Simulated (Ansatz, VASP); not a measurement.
**ZnS (Wurtzite-2H): VASP beside Ansatz**

Wanted: the spread between two codes on one cell, functional and k mesh. The cell is taken from a series of runs on this material, whose earlier steps may have relaxed, scaled, displaced or heated it; both programs get it as it stands.

Program: Ansatz 0.2.0. Level of theory: plane waves, with VASP 6.6.1 beside it; relaxation of cell and atoms at r2SCAN. Results are calculated unless marked as measured.

### Step 1. The starting structure

It takes space group P6_3mc (No. 186, hexagonal). The conventional cell has a = 3.811 Å, b = 3.811 Å, c = 6.234 Å, α = 90.00°, β = 90.00°, γ = 120.00°. Nearest to Zn lie 4 S at 2.31 to 2.40 Å. Nearest to S lie 4 Zn at 2.31 to 2.40 Å. Farther neighbours and most contacts between anions are not listed.

### Step 2. VASP: relaxation of cell and atoms, r2SCAN

The relaxed volume is the usual yardstick between codes: in a stiff, nearly cubic crystal its relative difference is about their pressure difference at one cell divided by the bulk modulus.

Lines of VASP's logs that name or quote its potential files are left out, and so is its time.

INCAR

```
SYSTEM = ZnS
PREC = Accurate
ENCUT = 550
EDIFF = 1E-07
NELM = 120
ISMEAR = 0
SIGMA = 0.02
LREAL = .FALSE.
ALGO = Normal
METAGGA = R2SCAN
LASPH = .TRUE.
NBANDS = 24
LORBIT = 11
LWAVE = .FALSE.
LCHARG = .FALSE.
ISIF = 3
IBRION = 2
NSW = 80
EDIFFG = -0.005
GGA_COMPAT = .FALSE.
NELMIN = 4
EFERMI = MIDGAP
LMIXTAU = .TRUE.
KPAR = 2
```

POSCAR

```
ZnS
1.0
    3.8110000000      0.0000000000      0.0000000000
   -1.9055000000      3.3004230000      0.0000000000
    0.0000000000      0.0000000000      6.2340000000
Zn S
2 2
Direct
    0.3333333333      0.6666666667      0.0000000000
    0.6666666667      0.3333333333      0.5000000000
    0.3333333333      0.6666666667      0.3850000000
    0.6666666667      0.3333333333      0.8850000000
```

KPOINTS

```
Automatic mesh
0
Gamma
9 9 4
0 0 0
```

PAW data sets: Zn and S (PBE family, release 64).

The run is started by

```
$ mpirun -np 2 vasp_std
```

Numbers of over 12 decimals in the logs are rounded to 6 here.

Log:

```text
[banner, memory and clock lines left out]
running    2 mpi-ranks, on    1 nodes
 distrk:  each k-point on    1 cores,    2 groups
 distr:  one band on    1 cores,    1 groups

 POSCAR found type information on POSCAR ZnS
 POSCAR found :  2 types and       4 ions
|                                                                             |
|               ----> ADVICE to this user running VASP <----                  |
|                                                                             |
|     You enforced a specific xc type in the INCAR file but a different       |
|     [... a line on the potential file left out ...]
|     I HOPE YOU KNOW WHAT YOU ARE DOING!                                     |
|                                                                             |

 LDA part: xc-table for (None), standard interpolation
 POSCAR, INCAR and KPOINTS ok, starting setup
 FFT: planning ... GRIDC
 FFT: planning ... GRID_SOFT
 FFT: planning ... GRID
 WAVECAR not read
 entering main loop
       N       E                     dE             d eps       ncg     rms          rms(c)
DAV:   1     0.214056746022E+03    0.21406E+03   -0.18395E+04  1728   0.192E+03
DAV:   2    -0.211880649674E+02   -0.23524E+03   -0.22751E+03  1824   0.380E+02
DAV:   3    -0.433936042323E+02   -0.22206E+02   -0.22075E+02  2152   0.116E+02
DAV:   4    -0.438352839110E+02   -0.44168E+00   -0.44131E+00  2040   0.169E+01
DAV:   5    -0.438424215262E+02   -0.71376E-02   -0.71370E-02  2200   0.202E+00    0.103E+01
DAV:   6    -0.396833448218E+02    0.41591E+01   -0.35197E+00  2128   0.490E+01    0.926E+00
DAV:   7    -0.371048027751E+02    0.25785E+01   -0.11138E+00  1728   0.125E+01    0.462E+00
DAV:   8    -0.376385431070E+02   -0.53374E+00   -0.88875E-01  1872   0.684E+00    0.141E+00
DAV:   9    -0.376891893201E+02   -0.50646E-01   -0.23325E-01  1760   0.431E+00    0.854E-01
DAV:  10    -0.376445310883E+02    0.44658E-01   -0.81980E-02  1824   0.259E+00    0.479E-01
DAV:  11    -0.376890903703E+02   -0.44559E-01   -0.36765E-02  1816   0.176E+00    0.156E-01
DAV:  12    -0.376945251132E+02   -0.54347E-02   -0.19245E-02  1832   0.108E+00    0.891E-02
DAV:  13    -0.376969475356E+02   -0.24224E-02   -0.11253E-03  2344   0.331E-01    0.381E-02
DAV:  14    -0.377006591114E+02   -0.37116E-02   -0.55709E-03  1784   0.631E-01    0.778E-02
DAV:  15    -0.377012114369E+02   -0.55233E-03   -0.98332E-04  2032   0.366E-01    0.342E-02
DAV:  16    -0.377013889719E+02   -0.17753E-03   -0.19817E-04  1952   0.100E-01    0.719E-03
DAV:  17    -0.377013877703E+02    0.12016E-05   -0.44046E-06  2072   0.189E-02    0.103E-02
DAV:  18    -0.377013879949E+02   -0.22460E-06   -0.20039E-06  2248   0.116E-02    0.310E-03
DAV:  19    -0.377013885411E+02   -0.54616E-06   -0.69228E-07  1912   0.780E-03    0.107E-03
DAV:  20    -0.377013894485E+02   -0.90744E-06   -0.60884E-08  1360   0.285E-03    0.632E-04
DAV:  21    -0.377013893246E+02    0.12394E-06   -0.12792E-08  1072   0.178E-03    0.520E-04
DAV:  22    -0.377013892892E+02    0.35334E-07   -0.81813E-09   976   0.188E-03
   1 F= -.37701389E+02 E0= -.37701389E+02  d E =-.377014E+02
[... from here on, the cycles between the ionic steps are left out ...]
   2 F= -.37716955E+02 E0= -.37716955E+02  d E =-.155654E-01
   5 F= -.37721520E+02 E0= -.37721520E+02  d E =-.418292E-02
   6 F= -.37721549E+02 E0= -.37721549E+02  d E =-.421159E-02
   7 F= -.37721849E+02 E0= -.37721849E+02  d E =-.451152E-02
   8 F= -.37722902E+02 E0= -.37722902E+02  d E =-.105345E-02
   9 F= -.37723032E+02 E0= -.37723032E+02  d E =-.118286E-02
  10 F= -.37723017E+02 E0= -.37723017E+02  d E =-.116829E-02
  11 F= -.37723022E+02 E0= -.37723022E+02  d E =-.117325E-02
 curvature:  -0.81 expect dE=-0.243E-04 dE for cont linesearch -0.751E-06
 ZBRENT: accuracy reached
 trial: gam= 0.00585 g(F)=  0.184E-04 g(S)=  0.117E-04 ort = 0.643E-04 (trialstep = 0.122E+01)
 search vector abs. value=  0.310E-04
 bond charge predicted
       N       E                     dE             d eps       ncg     rms          rms(c)
DAV:   1    -0.377231161712E+02   -0.94019E-04   -0.68865E-03  1976   0.837E-01    0.892E-02
DAV:   2    -0.377230175396E+02    0.98632E-04   -0.71591E-04  2120   0.462E-01    0.366E-02
DAV:   3    -0.377230093194E+02    0.82202E-05   -0.29280E-05  2000   0.495E-02    0.212E-02
DAV:   4    -0.377230081177E+02    0.12017E-05   -0.22168E-05  1912   0.412E-02    0.601E-03
DAV:   5    -0.377230120554E+02   -0.39377E-05   -0.68883E-06  1728   0.267E-02    0.429E-03
DAV:   6    -0.377230119133E+02    0.14212E-06   -0.10971E-06  1840   0.102E-02    0.344E-03
DAV:   7    -0.377230126046E+02   -0.69128E-06   -0.11316E-06  1736   0.970E-03    0.131E-03
DAV:   8    -0.377230138427E+02   -0.12382E-05   -0.24862E-07  1448   0.534E-03    0.197E-03
DAV:   9    -0.377230138665E+02   -0.23775E-07   -0.49540E-08   872   0.196E-03
  12 F= -.37723014E+02 E0= -.37723014E+02  d E =0.824020E-05
 trial-energy change:    0.000008  1 .order   -0.000012   -0.000037    0.000012
 step:   0.9110(harm=  0.9110)  dis= 0.00045  next Energy=   -37.723036 (dE=-0.139E-04)
 reached required accuracy - stopping structural energy minimisation
```

Parts of OUTCAR (step 2):

```text
ion  position               nearest neighbor table
   1  0.333  0.667  0.000-   4 2.31   4 2.31   4 2.31   3 2.40
   2  0.667  0.333  0.500-   3 2.31   3 2.31   3 2.31   4 2.40
   3  0.333  0.667  0.385-   2 2.31   2 2.31   2 2.31   1 2.40
   4  0.667  0.333  0.885-   1 2.31   1 2.31   1 2.31   2 2.40

  LATTYP: Found a hexagonal cell.
 ALAT       =     3.8110000000
 C/A-ratio  =     1.6357911309

 Subroutine GETGRP returns: Found 12 space group operations
 (whereof  6 operations were pure point group operations)

The static configuration has the point symmetry C_3v.
 The point group associated with its full space group is C_6v.

 Found     36 irreducible k-points:

   k-points           NKPTS =     36   k-points in BZ     NKDIM =     36   number of bands    NBANDS=     24

   dimension x,y,z NGX =    30 NGY =   30 NGZ =   48
   dimension x,y,z NGXF=    60 NGYF=   60 NGZF=   96

   ENCUT  =  550.0 eV  40.42 Ry    6.36 a.u.   7.29  7.29 11.92*2*pi/ulx,y,z

   NELECT =      36.0000    total number of electrons

 k-points in reciprocal lattice and weights: Automatic mesh
   0.00000000  0.00000000  0.00000000       0.003
   0.11111111 -0.00000000  0.00000000       0.019
   0.22222222 -0.00000000  0.00000000       0.019
   0.33333333  0.00000000  0.00000000       0.019
   0.44444444 -0.00000000  0.00000000       0.019
   0.11111111  0.11111111  0.00000000       0.019
   0.22222222  0.11111111  0.00000000       0.037
   0.33333333  0.11111111  0.00000000       0.037
   0.44444444  0.11111111  0.00000000       0.019
[...]
0.33333333  0.22222222  0.50000000       0.037
   0.33333333  0.33333333  0.50000000       0.006

 average (electrostatic) potential at core
       1 -41.7324       2 -41.7324       3 -91.5553       4 -91.5553

 E-fermi :   3.3052

 k-point     1 :       0.0000    0.0000    0.0000
  band No.  band energies     occupation
    ...
     14       0.9931      2.00000
     15       0.9931      2.00000
     16       1.8241      2.00000
     17       1.9141      2.00000
     18       1.9141      2.00000
     19       4.6962      0.00000
     20       5.5372      0.00000
     21       8.7151      0.00000
     22       8.7151      0.00000
     23       8.9839      0.00000
    ...

 k-point     2 :       0.1111   -0.0000    0.0000
  band No.  band energies     occupation
    ...
     14       0.3580      2.00000
     15       0.7946      2.00000
     16       1.2230      2.00000
     17       1.7146      2.00000
     18       1.8075      2.00000
     19       5.3191      0.00000
     20       6.1079      0.00000
     21       8.3261      0.00000
     22       8.9631      0.00000
     23       9.2221      0.00000
    ...

 k-point     3 :       0.2222   -0.0000    0.0000
  band No.  band energies     occupation
    ...
     14      -0.8405      2.00000
     15       0.0100      2.00000
     16       0.3517      2.00000
     17       1.3729      2.00000
     18       1.5320      2.00000
     19       6.2146      0.00000
     20       6.5305      0.00000
     21       8.2506      0.00000
     22       9.0075      0.00000
     23       9.3717      0.00000
    ...

  Total       -0.0198843     -0.0198843      0.0032162      0.0000000      0.0000000      0.0000000
  in kB       -0.4063815     -0.4063816      0.0657309      0.0000000      0.0000000      0.0000000
  external PRESSURE =      -0.2490107 kB  Pullay stress =       0.0000000 kB

  energy-cutoff  :      550.00
  volume of cell :       78.39
      direct lattice vectors                 reciprocal lattice vectors
     3.806371292  0.000000000  0.000000000     0.262717408  0.151679958  0.000000000
    -1.903185646  3.296414420 -0.000000000    -0.000000000  0.303359916  0.000000000
     0.000000000 -0.000000000  6.247899211    -0.000000000  0.000000000  0.160053798

 POSITION                                       TOTAL-FORCE (eV/Angst)
 -----------------------------------------------------------------------------------
     -0.00000      2.19761      0.03482         0.000000      0.000000     -0.000001
      1.90319      1.09880      3.15877        -0.000000     -0.000000     -0.000001
     -0.00000      2.19761      2.37062         0.000000     -0.000000      0.000001
      1.90319      1.09880      5.49457        -0.000000      0.000000      0.000001
 -----------------------------------------------------------------------------------
    total drift:                               -0.000000      0.000000      0.044207

  FREE ENERGIE OF THE ION-ELECTRON SYSTEM (eV)
  ---------------------------------------------------
  free  energy   TOTEN  =       -37.7230138665 eV

  energy  without entropy=      -37.7230138665  energy(sigma->0) =      -37.72301387

 reached required accuracy - stopping structural energy minimisation

 total charge
# of ion       s       p       d       tot
------------------------------------------
    1        0.501   0.479   9.819  10.798
    2        0.501   0.479   9.819  10.798
    3        1.302   2.470   0.000   3.772
    4        1.302   2.470   0.000   3.772
--------------------------------------------------
tot          3.606   5.898  19.638  29.141

[... 3 further parts left out ...]
```

The run keeps the 12 symmetry operations of its start, so it cannot find a distortion of lower symmetry.

[end of part 1 of 2]

[Lines on the potential files, build, host, timing and source positions are cut from VASP's logs without a mark.]

[Logs are printed without paths, hosts, clocks, repeated set-up lines and the standing remarks that a program may print on its own settings, such as how far it seeks lower states.]

[Hosts, paths, dates, database ids (printed as entryN), source tags and the programs' standing remarks are cut or masked in the printed files.]
